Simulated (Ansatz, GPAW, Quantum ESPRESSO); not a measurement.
**HfN: 4 runs at one level of theory**

```xyz
2
Lattice="0.0000 2.2560 2.2560 2.2560 0.0000 2.2560 2.2560 2.2560 0.0000" Properties=species:S:1:pos:R:3 pbc="T T T"
Hf    0.0000    0.0000    0.0000
N     2.2560    2.2560    2.2560
```

Alike in all runs: task band structure; functional PBEsol; k mesh 10 × 10 × 10; occupations fermi-dirac, width 0.05 eV; no spin polarisation; no spin-orbit coupling. Pressure is positive in compression and, in plane waves, holds the error of the finite cutoff.

```tsv
program and potentials	plane-wave cutoff (eV)	notes	pressure (GPa)
GPAW, PAW data sets generated for this functional	800	-	-1.62
Quantum ESPRESSO, PseudoDojo 0.4.1 SR PBEsol standard	1143	-	?
Ansatz, all-electron LAPW, scalar-relativistic	-	-	-1.87
Quantum ESPRESSO, GBRV 1.5 PBEsol	612	-	-2.83
```

Estimate from the other rows what the run with Quantum ESPRESSO, PseudoDojo 0.4.1 SR PBEsol standard gave.

Pressure -2.81 GPa. The other rows, which needn't bracket it: pressure -2.83 to -1.62.
